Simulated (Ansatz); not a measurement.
TaSi2:

```
Ta Si
1.0
     4.78390    0.00000    0.00000
    -2.39195    4.14298    0.00000
     0.00000    0.00000    6.57000
Ta Si
3 6
Direct
  0.00000 0.50000 0.33333
  0.50000 0.50000 0.66667
  0.50000 0.00000 0.00000
  0.31794 0.15897 0.33333
  0.15897 0.84103 0.66667
  0.84103 0.68206 0.00000
  0.68206 0.84103 0.33333
  0.84103 0.15897 0.66667
  0.15897 0.31794 0.00000
```

```yaml
Program: Ansatz 0.2.0
Task: relaxation of cell and atoms
Functional: revPBE
Dispersion: D3(BJ)
Potentials_or_basis: Ansatz PAW
Cutoff: "420 eV (not typed: the program's choice for these potentials)"
k_mesh: 7 × 7 × 4
Occupations: fermi-dirac, width 0.05 eV
Spin: no spin polarisation
```

At the start: volume 14.47 Å³/atom.

**Question.** Where does the relaxation end?

**Answer.** It ends after 6 steps and the volume is 13.91 Å³/atom (-3.9 %); space group P6_422 (No. 181, to 0.05 Å).

Step by step:
| step | energy change (eV) | largest force (eV/Å) | volume (Å³) |
| --- | --- | --- | --- |
| 1 | 0.0000 | 0.0383 | 130.21 |
| 2 | -0.0419 | 0.2080 | 121.61 |
| 3 | -0.1238 | 0.0180 | 125.48 |
| 4 | -0.1244 | 0.0076 | 125.21 |
| 5 | -0.1244 | 0.0002 | 125.18 |
| 6 | -0.1231 | 0.0000 | 125.18 |

Final structure:
```
CELL_PARAMETERS angstrom
4.70907 0.00000 0.00000
-2.35453 4.07817 0.00000
0.00000 0.00000 6.51838
ATOMIC_POSITIONS crystal
Ta 0.00000 0.50000 0.33333
Ta 0.50000 0.50000 0.66667
Ta 0.50000 0.00000 0.00000
Si 0.31895 0.15948 0.33333
Si 0.15948 0.84052 0.66667
Si 0.84052 0.68105 0.00000
Si 0.68105 0.84052 0.33333
Si 0.84052 0.15948 0.66667
Si 0.15948 0.31895 0.00000
```

Caveat: the plane-wave basis is chosen anew once the cell has moved, so the energies of steps on either side of that aren't comparable; pairwise dispersion overbinds metals, which lowers pressure and volume; the PAW data sets come from PBE, with cores solved anew for the run's functional, which leaves a small shift of forces and pressure.
